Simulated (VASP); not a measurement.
**Mo: relaxation of cell and atoms with BLYP**

The system is Mo.

```xyz
1
Lattice="-1.5838 1.5838 1.5838 1.5838 -1.5838 1.5838 1.5838 1.5838 -1.5838" Properties=species:S:1:pos:R:3 pbc="T T T"
Mo    0.0000    0.0000    0.0000
```

```
Program                : VASP 6.6.1
Task                   : relaxation of cell and atoms
Functional             : BLYP
Potentials or basis    : VASP PAW PBE potentials, release 64 (Mo_sv)
Cutoff                 : 600 eV
k mesh                 : 12 × 12 × 12
Occupations            : fermi-dirac, width 0.05 eV
Spin                   : no spin polarisation
Further INCAR settings : ALGO = Fast; EDIFF = 1e-07; IBRION = 2; EDIFFG = -0.01; NSW = 40; ISIF = 3
```

```yaml
Relaxed_volume: 16.46 Å³/atom
Relaxed_cell: a = 2.776 Å, b = 2.776 Å, c = 2.776 Å, α = 109.47°, β = 109.47°, γ = 109.47°
Space_group_after_relaxing_to_0.05_Å: Im-3m (No. 229)
Energy_gained_by_relaxing: 15.4 meV/atom
Ionic_steps: 4
Pressure_after_relaxing: 0.0 GPa
Band_gap_on_the_k_mesh: none (metal or under the smearing width)
```

The path:
```
step  energy change (eV)  largest force (eV/Å)  pressure (GPa)  volume (Å³)
   1              0.0000                0.0000            8.94        15.89
   2              0.0764                0.0000          -17.41        18.02
   3             -0.0154                0.0000           -0.29        16.48
   4             -0.0154                0.0000           -0.02        16.46
```

Final structure:
```yaml
crystal:
  lattice:
    - [-1.60257, 1.60257, 1.60257]
    - [1.60257, -1.60257, 1.60257]
    - [1.60257, 1.60257, -1.60257]
  atoms:
    - { symbol: Mo, position: [0.00000, 0.00000, 0.00000] }
```

Levels at points of the mesh, in eV from the Fermi level:
```tsv
k point	band 3	band 4	band 5	band 6	band 7	band 8	band 9	band 10	band 11
(0.00, 0.00, 0.00)	-34.57	-34.57	-6.82	-1.30	-1.30	-1.30	1.57	1.57	14.97
(0.50, 0.00, 0.00)	-34.95	-34.57	-4.92	-3.16	1.55	1.74	2.13	4.34	10.92
(0.50, 0.50, 0.50)	-35.40	-35.40	-4.95	-4.95	3.65	3.65	3.65	8.88	8.88
```

It took 65 s on 1 thread of AMD EPYC 7R13 Processor (Zen 3), with other jobs on the host, peak memory 0.13 GiB.

Caveat: the PAW data sets were made with another functional, which shifts forces and pressure a little.
